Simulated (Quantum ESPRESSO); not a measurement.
# MnO (Fm-3m) in Quantum ESPRESSO: notebook, part 2 of 2

Quantum ESPRESSO 7.5. The steps go on from the part before.

### Step 3. Energy-loss spectrum, PBE

Input file pw.in:

```
&CONTROL
  calculation = 'scf'
  prefix = 'pwscf'
  outdir = './tmp'
  pseudo_dir = './pseudo'
  tprnfor = .true.
  tstress = .true.
  disk_io = 'low'
/
&SYSTEM
  ibrav = 0
  nat = 2
  ntyp = 2
  ecutwfc = 88
  nbnd = 17
  occupations = 'smearing'
  smearing = 'fd'
  degauss = 0.00367493
/
&ELECTRONS
  conv_thr = 4d-10
  electron_maxstep = 120
  mixing_beta = 0.5
/
ATOMIC_SPECIES
Mn    54.9380 Mn_ONCV_PBE-1.2.upf
O     15.9990 O_ONCV_PBE-1.2.upf
CELL_PARAMETERS angstrom
   0.0000000000    2.2239077028    2.2239077028
   2.2239077028    0.0000000000    2.2239077028
   2.2239077028    2.2239077028    0.0000000000
ATOMIC_POSITIONS crystal
Mn     0.0000000000    0.0000000000    0.0000000000
O      0.5000000000    0.5000000000    0.5000000000
K_POINTS automatic
6 6 6 1 1 1
```

Input file scf2.in:

```
&CONTROL
  calculation = 'scf'
  prefix = 'pwscf'
  outdir = './tmp'
  pseudo_dir = './pseudo'
  tprnfor = .true.
  tstress = .true.
  disk_io = 'low'
/
&SYSTEM
  ibrav = 0
  nat = 2
  ntyp = 2
  ecutwfc = 88
  nbnd = 17
  occupations = 'smearing'
  smearing = 'fd'
  degauss = 0.00367493
/
&ELECTRONS
  conv_thr = 1d-11
  electron_maxstep = 120
  mixing_beta = 0.5
  startingpot = 'file'
  startingwfc = 'file'
/
ATOMIC_SPECIES
Mn    54.9380 Mn_ONCV_PBE-1.2.upf
O     15.9990 O_ONCV_PBE-1.2.upf
CELL_PARAMETERS angstrom
   0.0000000000    2.2239077028    2.2239077028
   2.2239077028    0.0000000000    2.2239077028
   2.2239077028    2.2239077028    0.0000000000
ATOMIC_POSITIONS crystal
Mn     0.0000000000    0.0000000000    0.0000000000
O      0.5000000000    0.5000000000    0.5000000000
K_POINTS automatic
6 6 6 1 1 1
```

Input file eels.in:

```
&LR_INPUT
  prefix = 'pwscf'
  outdir = './tmp'
  restart_step = 5000
  restart = .false.
/
&LR_CONTROL
  calculator = 'lanczos'
  approximation = 'RPA_with_CLFE'
  q1 = 0.3003330586
  q2 = 0
  q3 = 0
  itermax = 600
/
```

Input file spectrum.in:

```
&LR_INPUT
  prefix = 'pwscf'
  outdir = './tmp'
  eels = .true.
  itermax0 = 600
  itermax = 20000
  extrapolation = 'osc'
  epsil = 0.05
  units = 1
  start = 0
  end = 40
  increment = 0.2
/
```

Input file spectrum_short.in:

```
&LR_INPUT
  prefix = 'pwscf'
  outdir = './tmp'
  eels = .true.
  itermax0 = 400
  itermax = 20000
  extrapolation = 'osc'
  epsil = 0.05
  units = 1
  start = 0
  end = 40
  increment = 0.2
/
```

Potentials or basis: SG15 PBE 1.2.

Started as:

```
OMP_NUM_THREADS=1 pw.x -in pw.in > pw.out
OMP_NUM_THREADS=1 pw.x -in scf2.in > scf2.out
OMP_NUM_THREADS=1 turbo_eels.x -in eels.in > eels.out
OMP_NUM_THREADS=1 turbo_spectrum.x -in spectrum.in > spectrum.out
OMP_NUM_THREADS=1 turbo_spectrum.x -in spectrum_short.in > spectrum_short.out
```

pw.out:

```text
This program is part of the open-source Quantum ESPRESSO suite
     for quantum simulation of materials; please cite
[... 9 lines left out ...]
     --------------------
     sticks:   dense  smooth     PW     G-vecs:    dense   smooth      PW
     Sum         847     847    253                16529    16529    2741

     Using Slab Decomposition

     bravais-lattice index     =            0
     lattice parameter (alat)  =       5.9433  a.u.
     unit-cell volume          =     148.4489 (a.u.)^3
     number of atoms/cell      =            2
     number of atomic types    =            2
     number of electrons       =        21.00
     number of Kohn-Sham states=           17
     kinetic-energy cutoff     =      88.0000  Ry
     charge density cutoff     =     352.0000  Ry
     scf convergence threshold =      4.0E-10
     mixing beta               =       0.5000
     number of iterations used =            8  plain     mixing
     Exchange-correlation= PBE
                           (   1   4   3   4   0   0   0)

     celldm(1)=   5.943341  celldm(2)=   0.000000  celldm(3)=   0.000000
     celldm(4)=   0.000000  celldm(5)=   0.000000  celldm(6)=   0.000000

     crystal axes: (cart. coord. in units of alat)
               a(1) = (   0.000000   0.707107   0.707107 )
               a(2) = (   0.707107   0.000000   0.707107 )
               a(3) = (   0.707107   0.707107   0.000000 )

     reciprocal axes: (cart. coord. in units 2 pi/alat)
               b(1) = ( -0.707107  0.707107  0.707107 )
               b(2) = (  0.707107 -0.707107  0.707107 )
               b(3) = (  0.707107  0.707107 -0.707107 )

     PseudoPot. # 1 for Mn read from file:
     Mn_ONCV_PBE-1.2.upf
     Pseudo is Norm-conserving, Zval = 15.0
     Generated using ONCVPSP code by D. R. Hamann
     Using radial grid of  602 points,  6 beta functions with:
                l(1) =   0
                l(2) =   0
                l(3) =   1
                l(4) =   1
                l(5) =   2
                l(6) =   2

     PseudoPot. # 2 for O  read from file:
     O_ONCV_PBE-1.2.upf
     Pseudo is Norm-conserving, Zval =  6.0
     Generated using ONCVPSP code by D. R. Hamann
     Using radial grid of  602 points,  4 beta functions with:
                l(1) =   0
                l(2) =   0
                l(3) =   1
                l(4) =   1

     atomic species   valence    mass     pseudopotential
     Mn               15.00    54.93800     Mn( 1.00)
     O                 6.00    15.99900     O ( 1.00)

     48 Sym. Ops., with inversion, found

   Cartesian axes

     site n.     atom                  positions (alat units)
         1        Mn     tau(   1) = (   0.0000000   0.0000000   0.0000000  )
         2        O      tau(   2) = (   0.7071068   0.7071068   0.7071068  )

     number of k points=    28  Fermi-Dirac smearing, width (Ry)=  0.0037
                       cart. coord. in units 2pi/alat
        k(    1) = (   0.0589256   0.0589256   0.0589256), wk =   0.0185185
        k(    2) = (   0.1767767   0.1767767  -0.0589256), wk =   0.0555556
        k(    3) = (   0.2946278   0.2946278  -0.1767767), wk =   0.0555556
        k(    4) = (  -0.2946278  -0.2946278   0.4124790), wk =   0.0555556
        k(    5) = (  -0.1767767  -0.1767767   0.2946278), wk =   0.0555556
        k(    6) = (  -0.0589256  -0.0589256   0.1767767), wk =   0.0555556
[... 20 lines left out ...]
        k(   27) = (   0.2946278   0.2946278   0.2946278), wk =   0.0185185
        k(   28) = (  -0.2946278  -0.2946278   0.8838835), wk =   0.0555556

     Dense  grid:    16529 G-vectors     FFT dimensions: (  36,  36,  36)

     Initial potential from superposition of free atoms

     starting charge      20.9443, renormalised to      21.0000
     Starting wfcs are random

     Self-consistent Calculation

     iteration #  1     ecut=    88.00 Ry     beta= 0.50
     Davidson diagonalization with overlap
     ethr =  1.00E-02,  avg # of iterations =  9.4

     total energy              =    -230.80987757 Ry
     estimated scf accuracy    <       0.21908377 Ry

     iteration #  2     ecut=    88.00 Ry     beta= 0.50
     Davidson diagonalization with overlap
     ethr =  1.04E-03,  avg # of iterations =  2.0
[... 50 lines left out ...]
     total energy              =    -230.89463962 Ry
     estimated scf accuracy    <          3.0E-09 Ry

     iteration # 10     ecut=    88.00 Ry     beta= 0.50
     Davidson diagonalization with overlap
     ethr =  1.44E-11,  avg # of iterations =  3.0

     End of self-consistent calculation

          k = 0.0589 0.0589 0.0589 (  2079 PWs)   bands (ev):

   -66.1075 -34.8420 -34.8379 -34.8379  -6.7811   9.1034   9.3626   9.3626
    12.2578  12.2578  12.2633  12.8356  12.8356  14.0971  27.4830  30.3769
    30.3769

          k = 0.1768 0.1768-0.0589 (  2061 PWs)   bands (ev):

   -66.1053 -34.8612 -34.8439 -34.8394  -6.5297   7.6842   8.6472   8.8757
    12.4376  12.4641  12.7475  13.1389  13.8746  15.7368  25.3219  27.8170
    29.7716
[... 79 lines left out ...]
          k =-0.6482 0.0589 0.0589 (  2070 PWs)   bands (ev):

   -66.0989 -34.8964 -34.8638 -34.8612  -5.9916   6.6591   8.3758   8.5485
    11.2171  13.2227  13.4219  13.4884  13.4969  19.6857  21.8203  24.5219
    27.7700

          k =-0.5303 0.1768-0.0589 (  2074 PWs)   bands (ev):

   -66.0999 -34.8899 -34.8637 -34.8565  -6.0154   6.5838   7.9744   8.2552
    11.8687  13.2692  13.4416  13.5055  13.9647  19.5029  22.6338  23.7897
    27.1509

          k =-0.4125 0.0589 0.0589 (  2059 PWs)   bands (ev):

   -66.1020 -34.8784 -34.8532 -34.8527  -6.2229   6.7159   8.5807   8.6947
    11.5760  13.0323  13.3150  13.3540  13.6238  18.1469  24.4057  25.1064
    27.8239
[... 55 lines left out ...]
          k =-0.2946-0.2946 0.8839 (  2070 PWs)   bands (ev):

   -66.1004 -34.8991 -34.8579 -34.8485  -5.9462   6.0057   7.6629   7.8953
    12.9609  13.1509  13.2426  14.1956  14.8068  19.0687  21.6889  24.4745
    26.7612

     the Fermi energy is    13.2953 ev

!    total energy              =    -230.89463962 Ry
     estimated scf accuracy    <          1.9E-10 Ry
     smearing contrib. (-TS)   =      -0.00505372 Ry
     internal energy E=F+TS    =    -230.88958590 Ry

     The total energy is F=E-TS. E is the sum of the following terms:
     one-electron contribution =     -92.40851948 Ry
     hartree contribution      =      55.90115007 Ry
     xc contribution           =     -28.67423644 Ry
     ewald contribution        =    -165.70798005 Ry

     convergence has been achieved in  10 iterations

     Forces acting on atoms (cartesian axes, Ry/au):

     atom    1 type  1   force =    -0.00000000    0.00000000    0.00000000
     atom    2 type  2   force =     0.00000000   -0.00000000   -0.00000000

     Total force =     0.000000     Total SCF correction =     0.000000

     Computing stress (Cartesian axis) and pressure

          total   stress  (Ry/bohr**3)                   (kbar)     P=     -338.08
  -0.00229825  -0.00000000  -0.00000000         -338.08       -0.00       -0.00
  -0.00000000  -0.00229825  -0.00000000           -0.00     -338.08       -0.00
  -0.00000000  -0.00000000  -0.00229825           -0.00       -0.00     -338.08

=------------------------------------------------------------------------------=
   JOB DONE.
=------------------------------------------------------------------------------=
```

It took 26 min on 1 thread of Arm Neoverse V2, shared host; peak memory 0.77 GiB.

What came out:

| Property | Result |
| --- | --- |
| Free energy | -3141.4816 eV |
| Pressure | -33.8 GPa |
| Band gap on the k mesh | none (metal or under the smearing width) |
| Peak of the energy-loss function | 21.8 eV |

Energy-loss function at q = [0.6, 0.0, 0.0] (Å⁻¹, cartesian):
```tsv
energy (eV)	loss
0.0	0.000
1.8	0.024
3.4	0.099
5.2	0.119
7.0	0.202
8.6	0.401
10.4	0.499
12.2	0.324
13.8	0.319
15.6	0.468
17.4	0.567
19.0	0.630
20.8	0.926
22.4	0.964
24.2	0.597
26.0	0.536
27.6	0.715
29.4	0.705
31.2	0.531
32.8	0.561
34.6	0.732
36.4	0.629
38.0	0.455
39.8	0.386
```

Caveat: the k mesh is coarse (spacing up to 0.41 Å⁻¹), so the values aren't converged; the Lanczos chain is short for so many electrons, so humps in the spectrum may be artefacts; a pressure of tens of GPa on the cell as given is suspect, and the run, the potentials or the cell itself is likely at fault; an odd number of electrons without spin polarisation forces a metal; a magnetic or distorted state may lie lower; the run has no spin polarisation, though such a crystal can be magnetic; semilocal functionals often make such compounds metallic where correlation or magnetic order opens a gap, which also shifts bond lengths. With open d or f shells a metallic result of PBE can be an artefact of self-interaction; +U or a hybrid may open a gap.
